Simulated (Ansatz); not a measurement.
CsPbCl3:

```
CELL_PARAMETERS angstrom
5.60500 0.00000 0.00000
0.00000 5.60500 0.00000
0.00000 0.00000 5.60500
ATOMIC_POSITIONS crystal
Pb 0.50000 0.50000 0.50000
Cs 0.00000 0.00000 0.00000
Cl 0.50000 0.00000 0.50000
Cl 0.00000 0.50000 0.50000
Cl 0.50000 0.50000 0.00000
```

Base run:

| Item | Value |
| --- | --- |
| Program | Ansatz 0.2.0 |
| Functional | revPBE |
| Potentials or basis | Ansatz PAW |
| Cutoff | 420 eV (not typed: the program's choice for these potentials) |
| k mesh | 5 × 5 × 5 |
| Occupations | fermi-dirac, width 0.05 eV |
| Spin | no spin polarisation |

Its results: pressure 2.9 GPa.

Q: The run is repeated on the same cell with these changes: functional from revPBE to r2SCAN; cutoff from 420 eV (not typed: the program's choice for these potentials) to 500 eV (not typed: the program's choice for these potentials); spin from no spin polarisation to spin-orbit coupling, no magnetisation; potential files from those of the base run to others of the same set. What comes out?

A: Pressure 0.8 GPa.

Several settings changed at once, so the effect can't be laid on one alone.

Caveats: the PAW data sets come from PBE, with cores solved anew for the run's functional, which leaves a small shift of forces and pressure.
